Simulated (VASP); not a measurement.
The system is Sn.

```
CELL_PARAMETERS angstrom
-1.72654 1.77555 2.33834
1.72654 -1.77555 2.33834
1.72654 1.77555 -2.33834
ATOMIC_POSITIONS crystal
Sn 0.00000 0.00000 0.00000
```

This isn't the form of Sn at room conditions, which is tetragonal (white tin).

```yaml
Program: VASP 6.6.1
Task: relaxation of cell and atoms
Functional: LDA
Potentials_or_basis: VASP PAW LDA potentials, release 64 (Sn_d)
Cutoff: 600 eV
k_mesh: 10 × 10 × 10
Occupations: fermi-dirac, width 0.05 eV
Spin: no spin polarisation
```

At the start: pressure -4.8 GPa; volume 28.67 Å³/atom.

Q: How do energy, volume and symmetry change on relaxing?

A: Over 8 steps the energy falls by 49.1 meV/atom and the volume is 25.80 Å³/atom (-10.0 %); space group I4/mmm (No. 139, to 0.05 Å).

Step by step:
| step | energy change (eV) | largest force (eV/Å) | pressure (GPa) | volume (Å³) |
| --- | --- | --- | --- | --- |
| 1 | 0.0000 | 0.0000 | -4.76 | 28.67 |
| 2 | -0.0459 | 0.0000 | 1.31 | 25.28 |
| 3 | -0.0479 | 0.0000 | 0.05 | 25.80 |
| 4 | -0.0488 | 0.0000 | 0.04 | 25.80 |
| 5 | -0.0490 | 0.0000 | 0.07 | 25.80 |
| 6 | -0.0491 | 0.0000 | 0.06 | 25.80 |
| 7 | -0.0491 | 0.0000 | 0.03 | 25.80 |
| 8 | -0.0491 | 0.0000 | 0.02 | 25.80 |

Final structure:
```
Sn
1.0
    -1.69328    1.69305    2.24961
     1.69328   -1.69305    2.24961
     1.69328    1.69305   -2.24961
Sn
1
Direct
  0.00000 0.00000 0.00000
```
